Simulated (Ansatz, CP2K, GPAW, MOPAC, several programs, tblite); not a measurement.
# AgCl from cheap methods to r2SCAN

How much accuracy does each second buy? AgCl is computed with 10 methods, from the cheapest up to r2SCAN.

Program: MOPAC, tblite, CP2K, GPAW, Ansatz (versions at each run). Level of theory: no spin polarisation, static lattice; gaps from single points on the cell relaxed beforehand with r²SCAN. These are calculated values, not measurements.

## Step 1: Starting point

Symmetry: P6_3/mmc, No. 194, hexagonal system. Conventional cell: a = 4.005 Å, b = 4.005 Å, c = 6.201 Å, α = 90.00°, β = 90.00°, γ = 120.00°. Ag (site symmetry -3m) is surrounded by 6 Cl at 2.78 Å and 2 Ag at 3.10 Å. Cl (site symmetry -6m2) has 6 Ag at 2.78 Å as nearest neighbours.

Structure file:

```
CELL_PARAMETERS angstrom
4.00486 0.00000 0.00000
-2.00243 3.46831 0.00000
0.00000 0.00000 6.20104
ATOMIC_POSITIONS crystal
Ag 0.00000 0.00000 0.00000
Ag 0.00000 0.00000 0.50000
Cl 0.33333 0.66667 0.25000
Cl 0.66667 0.33333 0.75000
```

The structure type (NiAs) is imposed and need not be the compound's stable one.

**Question.** The methods are PM7, GFN1-xTB (tblite), GFN2-xTB (tblite), PBE/DZVP, PBE/single-zeta, PBE/SZV, coarse PBE, GLLB-SC, PBE, r2SCAN. What gap does r2SCAN give on this cell, and which other methods (full PBE left aside) come nearest to r2SCAN and farthest in gap, volume and bulk modulus?

```
                                               quantity                                                                    value
                                                 r2SCAN                                    gap 1.48 eV, 21.53 Å³/atom, B₀ 52 GPa
         gap: nearest and farthest of the other methods                             GFN1-xTB (tblite) (+0.25 eV), PM7 (+1.11 eV)
      volume: nearest and farthest of the other methods                            GFN1-xTB (tblite) (+2.0 %), PBE/DZVP (+4.5 %)
bulk modulus: nearest and farthest of the other methods  GFN2-xTB (tblite), PBE/DZVP (about 18 % off); GFN1-xTB (tblite) (+26 %)
```

**Reading.** Among the 8 methods compared for the gap (full PBE left aside), GFN1-xTB (tblite) is nearest to r2SCAN and PM7 farthest. Among the 3 methods compared for the volume (full PBE left aside), GFN1-xTB (tblite) is nearest to r2SCAN and PBE/DZVP farthest. For the bulk modulus (full PBE left aside), GFN2-xTB (tblite), PBE/DZVP tie for nearest to r2SCAN; GFN1-xTB (tblite) is farthest. A minimal basis or a coarse cutoff and mesh shifts results by its own error, so closeness to r2SCAN can be chance. Cluster runs see only the k-points that fold onto the zone centre, so their gaps can miss the band edges. GLLB-SC is compared with its derivative discontinuity added. No volume is given for PM7, PBE/single-zeta, PBE/SZV, coarse PBE, which can hide a larger miss. CPU times run from 1.7 s (coarse PBE) to 96 s (GLLB-SC). On this cell PM7, PBE/DZVP, PBE/single-zeta, GLLB-SC cost more than r2SCAN itself (21 s), so they are no saving here. r2SCAN is a yardstick, not the truth: it usually gives gaps below the measured ones.
